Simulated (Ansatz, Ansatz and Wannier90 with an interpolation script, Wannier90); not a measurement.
# G0W0 band structure of GaAs (F-43m), part 2 of 3

G0W0 gives levels on a mesh alone; what do the bands of GaAs (F-43m) look like between the points?

Ansatz 0.2.0; r2SCAN, Wannier functions and G0W0, plane waves, PAW. Known limits of the many-body steps: not at the basis limit; no spin-orbit coupling.

So far. Step 2 (r2SCAN bands): The gap is direct, at Γ.

## Step 4: Wannier functions by Wannier90 (As:4p Ga:4s Ga:4p) on 16×16×16

Localised functions give a small Hamiltonian that interpolates between mesh points at no cost.

This step: maximally localised Wannier functions from the overlaps of r2SCAN states (plane waves, PAW).

Input file w.win:

```
num_iter = 1200
conv_tol = 1.0e-8
conv_window = 5
dis_num_iter = 4000
dis_conv_tol = 1.0e-8
dis_mix_ratio = 0.7
write_hr = true
use_ws_distance = false
num_print_cycles = 50
! ansatz wannier90 interface
! projections by site (counted from 0) and shell: 1 4P, 0 4S, 0 4P
! states of the run's bands (counted from 1): 1-24
num_bands = 24
num_wann  = 7
dis_win_min = 0.8
dis_win_max = 20.27
dis_froz_min = 0.8
dis_froz_max = 11.95
guiding_centres = true

begin unit_cell_cart
Ang
                      0.0                  2.82685                  2.82685
                  2.82685                      0.0                  2.82685
                  2.82685                  2.82685                      0.0
end unit_cell_cart

begin atoms_frac
Ga                       0.0                      0.0                      0.0
As                      0.75                     0.75                     0.75
end atoms_frac

mp_grid = 16 16 16

[... the mesh's points ...]
```

Started as:

```console
OMP_NUM_THREADS=1 mpirun -n 8 wannier90.x w > wannier90.x.log
```

Output:

```text
TEM
                                    ------

                              Lattice Vectors (Ang)
                    a_1     0.000000   2.826850   2.826850
                    a_2     2.826850   0.000000   2.826850
                    a_3     2.826850   2.826850   0.000000

                   Unit Cell Volume:      45.17917  (Ang^3)

                        Reciprocal-Space Vectors (Ang^-1)
                    b_1    -1.111340   1.111340   1.111340
                    b_2     1.111340  -1.111340   1.111340
                    b_3     1.111340   1.111340  -1.111340

 *----------------------------------------------------------------------------*
 |   Site       Fractional Coordinate          Cartesian Coordinate (Ang)     |
 +----------------------------------------------------------------------------+
 | ga   1   0.00000   0.00000   0.00000   |    0.00000   0.00000   0.00000    |
 | as   1   0.75000   0.75000   0.75000   |    4.24027   4.24027   4.24027    |
 *----------------------------------------------------------------------------*
                                ------------
                                K-POINT GRID
                                ------------

             Grid size = 16 x 16 x 16      Total points = 4096

 *---------------------------------- MAIN ------------------------------------*
 |  Number of Wannier Functions               :                 7             |
 |  Number of Objective Wannier Functions     :                 7             |
 |  Number of input Bloch states              :                24             |
 |  Output verbosity (1=low, 5=high)          :                 1             |
 |  Timing Level (1=low, 5=high)              :                 1             |
 |  Optimisation (0=memory, 3=speed)          :                 3             |
 |  Length Unit                               :               Ang             |
 |  Post-processing setup (write *.nnkp)      :                 F             |
 |  Using Gamma-only branch of algorithms     :                 F             |
 *----------------------------------------------------------------------------*
 *------------------------------- WANNIERISE ---------------------------------*
 |  Total number of iterations                :              1200             |
 |  Number of CG steps before reset           :                 5             |
 |  Trial step length for line search         :             2.000             |
 |  Convergence tolerence                     :         0.100E-07             |
 |  Convergence window                        :                 5             |
 |  Iterations between writing output         :                50             |
 |  Iterations between backing up to disk     :               100             |
 |  Write r^2_nm to file                      :                 F             |
 |  Write xyz WF centres to file              :                 F             |
 |  Write on-site energies <0n|H|0n> to file  :                 F             |
 |  Use guiding centre to control phases      :                 T             |
 |  Use phases for initial projections        :                 F             |
 |  Iterations before starting guiding centres:                 0             |
 |  Iterations between using guiding centres  :                 1             |
 *----------------------------------------------------------------------------*
 *------------------------------- DISENTANGLE --------------------------------*
 |  Using band disentanglement                :                 T             |
 |  Total number of iterations                :              4000             |
 |  Mixing ratio                              :             0.700             |
 |  Convergence tolerence                     :         1.000E-08             |
 |  Convergence window                        :                 3             |
 *----------------------------------------------------------------------------*
 *-------------------------------- PLOTTING ----------------------------------*
 |  Plotting Hamiltonian in WF basis          :                 T             |
 *----------------------------------------------------------------------------*

 *---------------------------------- K-MESH ----------------------------------*
 +----------------------------------------------------------------------------+
 |                    Distance to Nearest-Neighbour Shells                    |
 |                    ------------------------------------                    |
 |          Shell             Distance (Ang^-1)          Multiplicity         |
 |          -----             -----------------          ------------         |
 |             1                   0.120306                      8            |
 |             2                   0.138918                      6            |
 |             3                   0.196459                     12            |
 |             4                   0.230369                     24            |
 |             5                   0.240612                      8            |
 |             6                   0.277835                      6            |
 |             7                   0.302764                     24            |
 |             8                   0.310629                     24            |
[...]
|                   Outer:    0.80000  to   20.27000  (eV)                   |
 |                   Inner:    0.80000  to   11.95000  (eV)                   |
 +----------------------------------------------------------------------------+
   Number of target bands to extract:    7

                   Unitarised projection of Wannier functions
                   ------------------------------------------
   A_mn = <psi_m|g_n> --> S = A.A^+ --> U = S^-1/2.A
   In dis_project... done
   Using an inner window (linner = T)
   In dis_proj_froz... done

                   Extraction of optimally-connected subspace
                   ------------------------------------------
 +---------------------------------------------------------------------+<-- DIS
 |  Iter     Omega_I(i-1)      Omega_I(i)      Delta (frac.)    Time   |<-- DIS
 +---------------------------------------------------------------------+<-- DIS
       1      27.91467703      24.87391941       1.222E-01      0.00    <-- DIS
       2      25.29642849      23.69315328       6.767E-02      0.02    <-- DIS
       3      23.97678812      22.97200600       4.374E-02      0.04    <-- DIS
      50      20.46171900      20.45897531       1.341E-04      0.98    <-- DIS
     100      20.41538946      20.41527977       5.373E-06      1.99    <-- DIS
     150      20.41266528      20.41267403      -4.284E-07      2.99    <-- DIS
     200      20.41251297      20.41251729      -2.116E-07      4.00    <-- DIS
     250      20.41250669      20.41250788      -5.816E-08      4.98    <-- DIS
     300      20.41250701      20.41250731      -1.461E-08      5.95    <-- DIS

             <<<      Delta < 1.000E-08  over  3 iterations     >>>
             <<< Disentanglement convergence criteria satisfied >>>

        Final Omega_I    20.41250729 (Ang^2)

 +----------------------------------------------------------------------------+

 Writing checkpoint file w.chk... done

 *------------------------------- WANNIERISE ---------------------------------*
 +--------------------------------------------------------------------+<-- CONV
 | Iter  Delta Spread     RMS Gradient      Spread (Ang^2)      Time  |<-- CONV
 +--------------------------------------------------------------------+<-- CONV

 ------------------------------------------------------------------------------
 Initial State
  WF centre and spread    1  (  4.240275,  4.240275,  4.240275 )     3.11487054
  WF centre and spread    2  (  4.240275,  4.240275,  4.240275 )     3.11487054
  WF centre and spread    3  (  4.240275,  4.240275,  4.240275 )     3.11487054
  WF centre and spread    4  ( -0.000000,  0.000000, -0.000000 )     3.54254351
  WF centre and spread    5  (  0.000000, -0.000000, -0.000000 )     4.53889010
  WF centre and spread    6  (  0.000000, -0.000000, -0.000000 )     4.53889010
  WF centre and spread    7  (  0.000000, -0.000000, -0.000000 )     4.53889010
  Sum of centres and spreads ( 12.720825, 12.720825, 12.720825 )    26.50382542

      0     0.265E+02     0.0000000000       26.5038254245       6.45  <-- CONV
        O_D=      0.2816096 O_OD=      5.8097086 O_TOT=     26.5038254 <-- SPRD
 ------------------------------------------------------------------------------
 Cycle:      1
  WF centre and spread    1  (  4.240275,  4.240275,  4.240275 )     3.06992654
  WF centre and spread    2  (  4.240275,  4.240275,  4.240275 )     3.06992654
  WF centre and spread    3  (  4.240275,  4.240275,  4.240275 )     3.06992654
[...]
Sum of centres and spreads ( 12.720825, 12.720825, 12.720825 )    26.20876347

      1    -0.295E+00     0.1752873738       26.2087634739       6.51  <-- CONV
        O_D=      0.2456712 O_OD=      5.5505850 O_TOT=     26.2087635 <-- SPRD
 Delta: O_D= -0.3593841E-01 O_OD= -0.2591235E+00 O_TOT= -0.2950620E+00 <-- DLTA
 ------------------------------------------------------------------------------
 Cycle:     50
[...]
Sum of centres and spreads ( 12.720825, 12.720825, 12.720825 )    25.61241533

     50    -0.723E-05     0.0011218637       25.6124153343       8.84  <-- CONV
        O_D=      0.2512987 O_OD=      4.9486094 O_TOT=     25.6124153 <-- SPRD
 Delta: O_D=  0.3100175E-05 O_OD= -0.1032990E-04 O_TOT= -0.7229721E-05 <-- DLTA
 ------------------------------------------------------------------------------

             <<<     Delta < 1.000E-08  over  5 iterations     >>>
             <<< Wannierisation convergence criteria satisfied >>>

 Final State
[...]
WF centre and spread    3  (  4.240275,  4.240275,  4.240275 )     2.95780074
  WF centre and spread    4  ( -0.000000,  0.000000,  0.000000 )     3.27392648
  WF centre and spread    5  (  0.000000, -0.000000, -0.000000 )     4.48835001
  WF centre and spread    6  (  0.000000,  0.000000, -0.000000 )     4.48835001
  WF centre and spread    7  (  0.000000, -0.000000, -0.000000 )     4.48835001
  Sum of centres and spreads ( 12.720825, 12.720825, 12.720825 )    25.61237873

         Spreads (Ang^2)       Omega I      =    20.412507289
        ================       Omega D      =     0.251134118
                               Omega OD     =     4.948737324
    Final Spread (Ang^2)       Omega Total  =    25.612378732
 ------------------------------------------------------------------------------

 Writing checkpoint file w.chk... done

 *---------------------------------------------------------------------------*
 |                               PLOTTING                                    |
 *---------------------------------------------------------------------------*

 *===========================================================================*
 |                             TIMING INFORMATION                            |
 *===========================================================================*
 |    Tag                                                Ncalls      Time (s)|
 |---------------------------------------------------------------------------|
 |kmesh: get                                        :         1         0.851|
 |overlap: read                                     :         1         9.778|
 |dis: main                                         :         1         6.503|
 |wann: main                                        :         1         3.950|
 |plot: main                                        :         1         0.284|
 *---------------------------------------------------------------------------*
 All done: wannier90 exiting
```

Wall time 24 s (8 MPI ranks of Intel Xeon 6975P-C (Granite Rapids), shared host).

This step gave:

```
gauge-invariant spread     : 20.41 Å²
diagonal spread            : 0.2511 Å²
off-diagonal spread        : 4.949 Å²
total spread               : 25.61 Å²
disentanglement steps      : 316
r.m.s. interpolation error : 0.001048 eV
r.m.s. error near the gap  : 0.001418 eV
```

Near the gap the model misses directly solved bands by 1.4 meV r.m.s. and by 9 meV at most in the window tested. This tests the starting bands, not the corrections carried with them.

Wannier functions, by row:

```
function  x (Å)  y (Å)  z (Å)  spread (Å²)  nearest atom  distance (Å)
       1   4.24   4.24   4.24        2.958           As2             0
       2   4.24   4.24   4.24        2.958           As2             0
       3   4.24   4.24   4.24        2.958           As2             0
       4      0      0      0        3.274           Ga1             0
       5      0      0      0        4.488           Ga1             0
       6      0      0      0        4.488           Ga1             0
       7      0      0      0        4.488           Ga1             0
```

Frozen up to 4.02 eV; above it the model need not follow the bands. Electronic bands along the path, in eV, zero at the valence-band top:

```csv
point,band 12,band 13,band 14,band 15,band 16,band 17,band 18
Γ,0.00,0.00,0.00,1.02,4.05,4.05,4.05
halfway,-4.11,-1.75,-1.75,2.28,3.67,7.07,7.07
X,-6.99,-2.78,-2.78,1.76,1.96,10.88,10.88
halfway,-6.93,-3.30,-2.66,1.96,2.89,10.06,10.08
U,-6.79,-3.97,-2.34,2.28,5.11,8.63,8.77
jump to K,-6.79,-3.97,-2.34,2.28,5.11,8.63,8.77
halfway,-4.62,-2.50,-0.71,3.07,5.19,5.40,6.20
Γ,0.00,0.00,0.00,1.02,4.05,4.05,4.05
halfway,-4.19,-0.70,-0.70,1.84,4.98,4.98,6.67
L,-6.81,-1.19,-1.19,1.37,5.00,5.00,8.57
halfway,-6.64,-3.30,-2.00,3.40,4.60,6.82,8.32
W,-6.79,-3.64,-3.43,5.03,5.07,5.92,7.62
halfway,-6.89,-3.24,-3.14,2.88,3.09,8.73,9.72
X,-6.99,-2.78,-2.78,1.76,1.96,10.88,10.88
```

The same for Kohn-Sham, solved directly:

```
point  band 12  band 13  band 14  band 15  band 16  band 17  band 18
    Γ     0.00     0.00     0.00     1.02     4.05     4.05     4.05
    X    -6.99    -2.78    -2.78     1.76     1.96    10.88    10.88
    U    -6.79    -3.97    -2.34     2.28     5.03     8.56     8.61
    K    -6.79    -3.97    -2.34     2.28     5.03     8.56     8.61
    Γ     0.00     0.00     0.00     1.02     4.05     4.05     4.05
    L    -6.81    -1.18    -1.18     1.37     5.00     5.00     8.30
    W    -6.79    -3.64    -3.43     5.03     5.07     5.92     6.49
    X    -6.99    -2.78    -2.78     1.76     1.96    10.88    10.88
```

The first set of electronic bands as a text plot (rows in eV, shown from -7.0 to 4.1 only):

```
    3.8 |+++ +++        +             ++               +    +
    3.4 |   +   +              +                      +      +
    2.9 |   +    +     +    +++ ++                   +        +
    2.4 |  + +++  ++      ++      ++                +         +
    2.0 |       ++  ++++++          +    ++++      +           ++
    1.5 | +       +++                +  +    ++++++
    1.1 |+                            ++
    0.6 |
    0.1 |*                           ****
   -0.3 | **                     *****  ****
   -0.8 | * *                   *   **      ***
   -1.2 |  * **              ***  **     *     *****
   -1.7 |      *            *    *  *              ***
   -2.2 |   *   *         **              *         * **
   -2.6 |        *********      * **                    *       *
   -3.1 |    **       **       *           *         **  *   ***
   -3.5 |               *    **  *                     * *****
   -4.0 |      *         ****               *           *
   -4.5 |                       *
   -4.9 |       *                            *
   -5.4 |                      *
   -5.8 |        *           **               *
   -6.3 |         **        *                  *
   -6.8 |           ********                    *****************
         Γ           X  U|K            Γ         L        W     X
```

(Part 2 of 3 ends here.)

[Paths, hosts, dates, memory and timing lines, banners, echoed tables and standing remarks are left out of the program output.]

[Logs are printed without paths, hosts, clocks, repeated set-up lines and the standing remarks that a program may print on its own settings, such as how far it seeks lower states.]

[Runs of the session that timed out or met a known fault of the program may be left out.]

[Hosts, paths, dates, database ids (printed as entryN), source tags and the programs' standing remarks are cut or masked in the printed files.]
